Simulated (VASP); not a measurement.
# PbS (Pm-3m) in VASP: a series of runs

One crystal, PbS, is run at these levels: PBE; tasks: single point.

All numbers are computed with VASP 6.6.1; they aren't measurements. Logs are shortened: lines on timing, memory, paths and dates and some standing lists are left out, and cuts for length are marked.

### Step 1. Starting point

The structure is cubic, space group Pm-3m (No. 221). The conventional cell has a = 3.654 Å, b = 3.654 Å, c = 3.654 Å, α = 90.00°, β = 90.00°, γ = 90.00°. Pb (site symmetry m-3m) is surrounded by 8 S at 3.16 Å. S (site symmetry m-3m) is surrounded by 8 Pb at 3.16 Å.

Measurements of this composition are mostly on another form, of space group No. 225.

### Step 2. Single point, PBE

File INCAR:

```
SYSTEM = PbS
PREC = Accurate ; ENCUT = 450
EDIFF = 1E-7 ; ISMEAR = 0
SIGMA = 0.02 ; LREAL = .FALSE.
LASPH = .TRUE. ; NELM = 60
ALGO = Fast ; ISIF = 2
LWAVE = .FALSE. ; LCHARG = .FALSE.
GGA = PE
```

File KPOINTS:

```
Automatic mesh
0
G
  4 4 4
  0 0 0
```

File POSCAR:

```
PbS
1.0
    3.6536590000      0.0000000000      0.0000000000
    0.0000000000      3.6536590000      0.0000000000
    0.0000000000      0.0000000000      3.6536590000
Pb S
1 1
Direct
    0.0000000000      0.0000000000      0.0000000000
    0.5000000000      0.5000000000      0.5000000000
```

Potentials or basis: VASP PAW PBE potentials, release 64 (Pb_d_GW, S_GW).

Launch:

```
$ cat potpaw_PBE.64/Pb_d_GW/POTCAR potpaw_PBE.64/S_GW/POTCAR > POTCAR
$ mpirun -np 1 vasp_std > vasp.out
```

OUTCAR:

```text
SYSTEM = PbS
   PREC = Accurate
   ENCUT = 450
   EDIFF = 1E-7
   ISMEAR = 0
   LREAL = .FALSE.
   LASPH = .TRUE.
   NELM = 60
   ISIF = 2
   GGA = PE

 ion  position               nearest neighbor table
   1  0.000  0.000  0.000-
   2  0.500  0.500  0.500-

  LATTYP: Found a simple cubic cell.
 ALAT       =     3.6536590000

  Lattice vectors:

 A1 = (   3.6536590000,   0.0000000000,   0.0000000000)
 A2 = (   0.0000000000,   3.6536590000,   0.0000000000)
 A3 = (   0.0000000000,   0.0000000000,   3.6536590000)

Analysis of symmetry for initial positions (statically):
=====================================================================
 Subroutine PRICEL returns:
 Original cell was already a primitive cell.

 Routine SETGRP: Setting up the symmetry group for a
 simple cubic supercell.

 Subroutine GETGRP returns: Found 48 space group operations
 (whereof 48 operations were pure point group operations)
 out of a pool of 48 trial point group operations.

The static configuration has the point symmetry O_h .

Analysis of symmetry for dynamics (positions and initial velocities):
=====================================================================
 Subroutine PRICEL returns:
 Original cell was already a primitive cell.

 Routine SETGRP: Setting up the symmetry group for a
 simple cubic supercell.

 Subroutine GETGRP returns: Found 48 space group operations
 (whereof 48 operations were pure point group operations)
 out of a pool of 48 trial point group operations.

The dynamic configuration has the point symmetry O_h .

 Subroutine INISYM returns: Found 48 space group operations
 (whereof 48 operations are pure point group operations),
 and found     1 'primitive' translations

----------------------------------------------------------------------------------------

                                     Primitive cell

  volume of cell :      48.7735

  direct lattice vectors                    reciprocal lattice vectors
     3.653659000  0.000000000  0.000000000     0.273698230  0.000000000  0.000000000
     0.000000000  3.653659000  0.000000000     0.000000000  0.273698230  0.000000000
     0.000000000  0.000000000  3.653659000     0.000000000  0.000000000  0.273698230

  length of vectors
     3.653659000  3.653659000  3.653659000     0.273698230  0.273698230  0.273698230

  position of ions in fractional coordinates (direct lattice)
     0.000000000  0.000000000  0.000000000
     0.500000000  0.500000000  0.500000000

  ion indices of the primitive-cell ions
   primitive index   ion index
                 1           1
                 2           2

----------------------------------------------------------------------------------------

 KPOINTS: Automatic mesh

Automatic generation of k-mesh.
 Grid dimensions read from file:
 generate k-points for:    4    4    4

 Generating k-lattice:

  Cartesian coordinates                     Fractional coordinates (reciprocal lattice)
     0.068424557  0.000000000  0.000000000     0.250000000  0.000000000  0.000000000
     0.000000000  0.068424557  0.000000000     0.000000000  0.250000000  0.000000000
     0.000000000  0.000000000  0.068424557     0.000000000  0.000000000  0.250000000

  Length of vectors
     0.068424557  0.068424557  0.068424557

  Shift w.r.t. Gamma in fractional coordinates (k-lattice)
     0.000000000  0.000000000  0.000000000

 Subroutine IBZKPT returns following result:
 ===========================================

 Found     10 irreducible k-points:

 Following reciprocal coordinates:
            Coordinates               Weight
  0.000000  0.000000  0.000000      1.000000
  0.250000  0.000000  0.000000      6.000000
  0.500000  0.000000  0.000000      3.000000
  0.250000  0.250000  0.000000     12.000000
  0.500000  0.250000  0.000000     12.000000
  0.500000  0.500000  0.000000      3.000000
  0.250000  0.250000  0.250000      8.000000
  0.500000  0.250000  0.250000     12.000000
  0.500000  0.500000  0.250000      6.000000
  0.500000  0.500000  0.500000      1.000000
   k-points           NKPTS =     10   k-points in BZ     NKDIM =     10   number of bands    NBANDS=     15
   number of dos      NEDOS =    301   number of ions     NIONS =      2
   total plane-waves  NPLWV =  21952
   dimension x,y,z NGX =    28 NGY =   28 NGZ =   28
   dimension x,y,z NGXF=    56 NGYF=   56 NGZF=   56
   ions per type =               1   1
   NGX,Y,Z   is equivalent  to a cutoff of  12.74, 12.74, 12.74 a.u.
   NGXF,Y,Z  is equivalent  to a cutoff of  25.48, 25.48, 25.48 a.u.
 SYSTEM =  PbS
   PREC   = accura    normal or accurate (medium, high low for compatibility)
   ISTART =      0    job   : 0-new  1-cont  2-samecut
   ICHARG =      2    charge: 1-file 2-atom 10-const
   ISPIN  =      1    spin polarized calculation?
   LNONCOLLINEAR =      F non collinear calculations
   LSORBIT =      F    spin-orbit coupling
   LASPH  =      T    aspherical Exc in radial PAW
   ENCUT  =  450.0 eV  33.07 Ry    5.75 a.u.   6.32  6.32  6.32*2*pi/ulx,y,z
   NELM   =     60;   NELMIN=  2; NELMDL= -5     # of ELM steps
   EDIFF  = 0.1E-06   stopping-criterion for ELM
   LREAL  =      F    real-space projection
   EDIFFG = 0.1E-05   stopping-criterion for IOM
   NSW    =      0    number of steps for IOM
   IBRION =     -1    ionic relax: 0-MD 1-quasi-New 2-CG
   NFREE  =      0    steps in history (QN), initial steepest desc. (CG)
   ISIF   =      2    stress and relaxation
   ISYM   =      2    0-nonsym 1-usesym 2-fastsym
   POTIM  = 0.5000    time-step for ionic-motion
   TEBEG  =    0.0;   TEEND  =   0.0 temperature during run
   PSTRESS=    0.0 pullay stress
   NELECT =      22.0000    total number of electrons
   NUPDOWN=      -1.0000    fix difference up-down
   EMIN   =  10.00;   EMAX   =-10.00  energy-range for DOS
   EFERMI =   0.00;   METHOD = LEGACY
   ISMEAR =     0;   SIGMA  =   0.02  broadening in eV -4-tet -1-fermi 0-gaus
   EFERMI_NEDOS =   21; number of points for ismear=-14 and -15
   IALGO  =     68    algorithm
   IMIX   =      4    mixing-type and parameters
     AMIX     =   0.40;   BMIX     =  1.00
     AMIX_MAG =   1.60;   BMIX_MAG =  1.00
  volume/ion in A,a.u.               =      24.39       164.57
  Fermi-wavevector in a.u.,A,eV,Ry     =   1.255513  2.372575 21.447022  1.576312
  Thomas-Fermi vector in A             =   2.389266
   LORBIT       =      0    0 simple, 1 ext, 2 COOP (PROOUT), +10 PAW based schemes
   GGA     = PE    functional components
   LHFCALC =     F    Hartree Fock is set to
   AEXX    =    0.0000 exact exchange contribution
   IVDW    =     0    specifies the selected vdW correction
   LEPSILON=     F    determine dielectric tensor
   LRPA    =     F    only Hartree local field effects (RPA)
 non-spin polarized calculation
 RMM-DIIS sequential band-by-band and
 Gauss-broadening in eV      SIGMA  =   0.02
  energy-cutoff  :      450.00
  volume of cell :       48.77
 maximum number of plane-waves:      1074
 NGX is ok and might be reduce to    28
   NGX = 13   NGY = 13   NGZ = 13

 number of electron      21.9999993 magnetization

 Free energy of the ion-electron system (eV)
  ---------------------------------------------------
  ext. energy  EPLUGINS =         0.00000000
  ---------------------------------------------------
  free energy    TOTEN  =        -8.17644033 eV

  energy without entropy =       -8.17644033  energy(sigma->0) =       -8.17644033

 E-fermi :   3.7422     XC(G=0): -10.2647

 val. band max:        3.6677319215   @ k =   0.5000   0.5000   0.0000
 cond. band min:       3.8166312112   @ k =   0.5000   0.0000   0.0000
 fundamental gap:      0.1488992897
 Fermi energy:         3.7421799766

 k-point     1 :       0.0000    0.0000    0.0000
  band No.  band energies     occupation
      1    -135.5512      2.00000
      2     -12.9784      2.00000
      3     -12.9784      2.00000
      4     -12.7658      2.00000
      5     -12.7658      2.00000
      6     -12.7658      2.00000
      7      -9.1945      2.00000
      8      -2.8154      2.00000
      9       2.3515      2.00000
     10       2.3515      2.00000
     11       2.3515      2.00000
     12       9.4140      0.00000
     13       9.4140      0.00000
     14      10.4386      0.00000
     15      10.4386      0.00000

 k-point     2 :       0.2500    0.0000    0.0000
  band No.  band energies     occupation
      1    -135.5518      2.00000
      2     -12.9734      2.00000
      3     -12.8999      2.00000
      4     -12.7949      2.00000
      5     -12.7949      2.00000
      6     -12.7630      2.00000
      7      -8.6883      2.00000
      8      -3.8104      2.00000
      9       2.4667      2.00000
     10       2.8283      2.00000
     11       2.8283      2.00000
     12       7.1425      0.00000
     13       9.1571      0.00000
     14       9.1571      0.00000
     15       9.8629      0.00000

 k-point     3 :       0.5000    0.0000    0.0000
  band No.  band energies     occupation
      1    -135.5517      2.00000
      2     -12.9685      2.00000
      3     -12.8237      2.00000
      4     -12.8237      2.00000
      5     -12.8223      2.00000
      6     -12.7602      2.00000
      7      -7.8940      2.00000
      8      -5.0900      2.00000
      9       3.4719      2.00000
     10       3.4719      2.00000
     11       3.8166      0.00000
     12       4.2469      0.00000
     13       7.8497      0.00000
     14       7.8497      0.00000
     15      10.6288      0.00000

 k-point     4 :       0.2500    0.2500    0.0000
  band No.  band energies     occupation
      1    -135.5521      2.00000
      2     -12.9338      2.00000
      3     -12.8531      2.00000
      4     -12.8403      2.00000
      5     -12.7922      2.00000
      6     -12.7894      2.00000
      7      -8.2167      2.00000
      8      -3.9285      2.00000
      9       0.6912      2.00000
     10       3.1652      2.00000
     11       3.5382      2.00000
     12       5.9411      0.00000
     13       8.7132      0.00000
     14       8.9988      0.00000
     15      11.5484      0.00000

 k-point     5 :       0.5000    0.2500    0.0000
  band No.  band energies     occupation
      1    -135.5525      2.00000
      2     -12.9201      2.00000
      3     -12.8841      2.00000
      4     -12.8184      2.00000
      5     -12.7867      2.00000
      6     -12.7808      2.00000
      7      -7.5449      2.00000
      8      -4.4692      2.00000
      9       0.8777      2.00000
     10       1.7162      2.00000
     11       3.5666      2.00000
     12       6.5765      0.00000
     13       7.9155      0.00000
     14       8.6046      0.00000
     15      11.8330      0.00000

 k-point     6 :       0.5000    0.5000    0.0000
  band No.  band energies     occupation
      1    -135.5521      2.00000
      2     -12.9414      2.00000
      3     -12.8930      2.00000
      4     -12.8130      2.00000
      5     -12.8130      2.00000
      6     -12.7181      2.00000
      7      -7.1353      2.00000
      8      -3.3559      2.00000
      9      -0.4952      2.00000
     10      -0.4952      2.00000
     11       3.6677      2.00000
     12       8.1185      0.00000
     13       8.1185      0.00000
     14       9.8291      0.00000
     15      11.1233      0.00000

 k-point     7 :       0.2500    0.2500    0.2500
  band No.  band energies     occupation
      1    -135.5521      2.00000
      2     -12.8501      2.00000
      3     -12.8501      2.00000
      4     -12.8429      2.00000
      5     -12.8228      2.00000
      6     -12.8228      2.00000
      7      -7.8174      2.00000
      8      -3.8099      2.00000
      9       1.3113      2.00000
     10       1.3113      2.00000
     11       3.0321      2.00000
     12       6.9421      0.00000
     13       6.9421      0.00000
     14       7.9526      0.00000
     15      13.2155      0.00000

 k-point     8 :       0.5000    0.2500    0.2500
  band No.  band energies     occupation
      1    -135.5522      2.00000
      2     -12.8791      2.00000
      3     -12.8573      2.00000
      4     -12.8457      2.00000
      5     -12.8201      2.00000
      6     -12.7649      2.00000
      7      -7.3003      2.00000
      8      -3.8663      2.00000
      9       0.8724      2.00000
     10       1.5368      2.00000
     11       2.3405      2.00000
     12       5.0719      0.00000
     13       6.6547      0.00000
     14       8.6329      0.00000
     15      13.4608      0.00000

 k-point     9 :       0.5000    0.5000    0.2500
  band No.  band energies     occupation
      1    -135.5517      2.00000
      2     -12.9164      2.00000
      3     -12.8525      2.00000
      4     -12.8525      2.00000
      5     -12.8042      2.00000
      6     -12.7164      2.00000
      7      -7.0245      2.00000
      8      -2.8383      2.00000
      9       0.2111      2.00000
     10       0.2111      2.00000
     11       2.4744      2.00000
     12       5.7910      0.00000
     13       5.7910      0.00000
     14       5.9049      0.00000
     15      13.7276      0.00000

 k-point    10 :       0.5000    0.5000    0.5000
  band No.  band energies     occupation
      1    -135.5524      2.00000
      2     -12.8914      2.00000
      3     -12.8914      2.00000
      4     -12.8914      2.00000
      5     -12.7148      2.00000
      6     -12.7148      2.00000
      7      -6.9031      2.00000
      8      -2.0699      2.00000
      9       1.5689      2.00000
     10       1.5689      2.00000
     11       1.5689      2.00000
     12       3.4546      2.00000
     13       3.4546      2.00000
     14       3.4546      2.00000
     15      17.6470      0.00000

------------------------ aborting loop because EDIFF is reached ----------------------------------------

  FORCE on cell =-STRESS in cart. coord.  units (eV):
  Direction    XX          YY          ZZ          XY          YZ          ZX
  --------------------------------------------------------------------------------------
  -------------------------------------------------------------------------------------
  Total       -0.2491176     -0.2491176     -0.2491176      0.0000000     -0.0000000      0.0000000
  in kB       -8.1833453     -8.1833453     -8.1833453      0.0000000     -0.0000000      0.0000000
  external PRESSURE =      -8.1833453 kB  Pullay stress =       0.0000000 kB

 VOLUME and BASIS-vectors are now :
 -----------------------------------------------------------------------------
  energy-cutoff  :      450.00
  volume of cell :       48.77
      direct lattice vectors                 reciprocal lattice vectors
     3.653659000  0.000000000  0.000000000     0.273698230  0.000000000  0.000000000
     0.000000000  3.653659000  0.000000000     0.000000000  0.273698230  0.000000000
     0.000000000  0.000000000  3.653659000     0.000000000  0.000000000  0.273698230

 POSITION                                       TOTAL-FORCE (eV/Angst)
 -----------------------------------------------------------------------------------
      0.00000      0.00000      0.00000         0.000000      0.000000      0.000000
      1.82683      1.82683      1.82683         0.000000      0.000000      0.000000
 -----------------------------------------------------------------------------------
    total drift:                               -0.000000      0.000000      0.000000

  FREE ENERGIE OF THE ION-ELECTRON SYSTEM (eV)
  ---------------------------------------------------
  free  energy   TOTEN  =        -8.1764403327 eV

  energy  without entropy=       -8.1764403317  energy(sigma->0) =       -8.17644033
```

Wall time 16 s (1 thread of Intel Xeon Platinum 8488C (Sapphire Rapids), shared host); peak memory 0.15 GiB.

Results:

```
Free energy            : -8.1764 eV
Pressure               : -0.8 GPa
Band gap on the k mesh : none (metal or under the smearing width)
```

Caveat: the k mesh is coarse (spacing up to 0.43 Å⁻¹), so the values aren't converged. Spin-orbit coupling is left out, which matters for the levels of Pb.

### Step 3. Single point, PBE

File INCAR:

```
PREC = Accurate
ENCUT = 450
EDIFF = 1E-6
ISMEAR = 0
SIGMA = 0.02
LREAL = F
LASPH = T
NELM = 100
ALGO = Normal
ISIF = 2
LWAVE = F
LCHARG = F
GGA = PE
NBANDS = 18
```

File KPOINTS:

```
Automatic mesh
0
Gamma
  4 4 4
```

POSCAR is that of step 2.

Potentials or basis: VASP PAW PBE potentials, release 64 (Pb_d_GW, S_GW).

Launch:

```
$ cat potpaw_PBE.64/Pb_d_GW/POTCAR potpaw_PBE.64/S_GW/POTCAR > POTCAR
$ mpirun -np 1 vasp_std > vasp.out
```

Wall time 9 s (1 thread of Intel Xeon Platinum 8375C at 2.90GHz (Ice Lake), shared host); peak memory 0.16 GiB.

The run converged. Its results:

```
Free energy            : -8.1764 eV
Pressure               : -0.8 GPa
Band gap on the k mesh : none (metal or under the smearing width)
```

Levels at points of the mesh, in eV from the Fermi level:
```csv
k point,band 7,band 8,band 9,band 10,band 11,band 12,band 13,band 14,band 15,band 16
"(0.00, 0.00, 0.00)",-12.94,-6.56,-1.39,-1.39,-1.39,5.67,5.67,6.70,6.70,6.70
"(0.50, 0.00, 0.00)",-11.64,-8.83,-0.27,-0.27,0.07,0.50,4.11,4.11,6.89,9.45
"(0.50, 0.50, 0.00)",-10.88,-7.10,-4.24,-4.24,-0.07,4.38,4.38,6.09,7.38,9.63
"(0.50, 0.50, 0.50)",-10.65,-5.81,-2.17,-2.17,-2.17,-0.29,-0.29,-0.29,13.90,13.90
```

Caveat: the k mesh is coarse (spacing up to 0.43 Å⁻¹), so the values aren't converged. The run has no spin-orbit coupling, so splittings on Pb are missing.

### Step 4. For comparison

An earlier run on the cell as given: functional PBE; potentials or basis VASP PAW PBE potentials, release 64 (Pb_d, S); cutoff 520 eV; k mesh 7 × 7 × 7; occupations fermi-dirac, width 0.05 eV; no spin polarisation.

* Pressure: -0.1 GPa
* Band gap on the k mesh: 0.12 eV, indirect (least direct gap 1.44 eV)
